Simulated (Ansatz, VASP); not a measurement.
# Two plane-wave programs on BiTe3

File INCAR:

```
PREC = Accurate ; ENCUT = 600
EDIFF = 1E-7 ; ISMEAR = 0
SIGMA = 0.1 ; LREAL = F
LASPH = T ; NELM = 80
ALGO = Normal ; ISIF = 3
LWAVE = F ; LCHARG = F
GGA = PE ; IBRION = 2
NSW = 90 ; EDIFFG = -0.04
```

File KPOINTS:

```
regular mesh
0
Gamma
  4 4 4
```

The input POSCAR:

```
BiTe3
1.0
    5.0777702800      0.0000000000      0.0000000000
    0.0000000000      5.0777702800      0.0000000000
    0.0000000000      0.0000000000      5.0777702800
Bi Te
1 3
Direct
    0.0000000000      0.0000000000      0.0000000000
    0.0000000000      0.5000000000      0.5000000000
    0.5000000000      0.0000000000      0.5000000000
    0.5000000000      0.5000000000      0.0000000000
```

Input for Ansatz:

```yaml
crystal:
  lattice:
    - [5.07777028, 0.0, 0.0]
    - [0.0, 5.07777028, 0.0]
    - [0.0, 0.0, 5.07777028]
  atoms:
    - { symbol: Bi, position: [0.0, 0.0, 0.0] }
    - { symbol: Te, position: [0.0, 0.5, 0.5] }
    - { symbol: Te, position: [0.5, 0.0, 0.5] }
    - { symbol: Te, position: [0.5, 0.5, 0.0] }
basis:
  ecutwfc: 420
kpoints:
  mp_grid: { grid: [4, 4, 4] }
hamiltonian:
  xc: pbe
scf:
  occupations: { method: gaussian, width: 0.1 }
  lower_state_search: "off"
output:
  forces: true
  stress: true
  eigenvalues: true
relax:
  adjacent_minimum: "off"
  f_tol: 0.04
  max_steps: 70
  cell: { stress_tol: 0.4 }
```

Change from the starting cell: species swapped into the AlFe3 type (Pm-3m, No. 221).

Alike in both runs: task relaxation of cell and atoms; functional PBE; k mesh 4 × 4 × 4; occupations gaussian, width 0.1 eV; no spin polarisation.

```csv
,VASP,Ansatz
version,VASP 6.6.1,Ansatz 0.2.0
potentials or method,"VASP PAW PBE potentials, release 64 (Bi_d, Te)","scalar-relativistic, plane waves, PAW"
plane-wave cutoff (eV),600,420
valence electrons in the cell,33,63
```

Ansatz gave:

```
gap on the k mesh at the Fermi level, each at its own relaxed structure (eV) : none
relaxed volume (Å³/atom)                                                     : 29.59
relaxed cell length with the largest relative difference (Å)                 : 4.910
energy change over the relaxation (meV/atom)                                 : -45
```

**Question.** Estimate VASP's values.

**Answer.** gap on the k mesh at the Fermi level, each at its own relaxed structure (eV): none; relaxed volume (Å³/atom): 29.49; relaxed cell length with the largest relative difference (Å): 4.905; energy change over the relaxation (meV/atom): -46.

A gap of «none» marks a metal or a gap that the smearing closes. The two sets of potentials don't hold the same shells in valence.

Caveats: spin-orbit coupling is left out, which moves the levels of the heavy elements.
